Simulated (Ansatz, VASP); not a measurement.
# One calculation of AlO2, two programs

```xyz
9
Lattice="6.0606 0.0000 0.0000 -3.0303 5.2486 0.0000 0.0000 0.0000 2.8755" Properties=species:S:1:pos:R:3 pbc="T T T"
Al    3.0303    0.0000    0.0000
Al    1.5151    2.6243    1.9170
Al   -1.5151    2.6243    0.9585
O     0.0000    2.2306    0.0000
O     4.1288    1.1153    1.9170
O     1.0985    4.1333    0.9585
O     3.0303    3.0180    0.0000
O    -1.0985    4.1333    1.9170
O     1.9318    1.1153    0.9585
```

Alike in both runs: functional PBE; k mesh 3 × 3 × 6; occupations gaussian, width 0.1 eV; no spin polarisation.

Ansatz relaxed the structure, and its values are those at the end. VASP's run is a single point on that final structure, the one shown.

|  | VASP | Ansatz |
| --- | --- | --- |
| version | VASP 6.6.1 | Ansatz 0.2.0 |
| potentials or method | VASP PAW PBE potentials, release 64 (Al, O) | scalar-relativistic, plane waves, PAW |
| plane-wave cutoff (eV) | 520 | 420 |
| valence electrons in the cell | 45 | 45 |

Ansatz gave:

```
gap on the k mesh at the Fermi level (eV) : none
pressure (GPa)                            : 0.0
rms of the force components (eV/Å)        : 0.005
```

Question: What did VASP give for the same quantities?

Answer: gap on the k mesh at the Fermi level (eV): none; pressure (GPa): -0.2; rms of the force components (eV/Å): 0.001.

A gap of «none» marks a metal or a gap that the smearing closes.

Caveats: the k mesh is coarse (spacing up to 0.40 Å⁻¹), so the values aren't converged; an odd number of electrons without spin polarisation forces a metal; a magnetic or distorted state may lie lower.
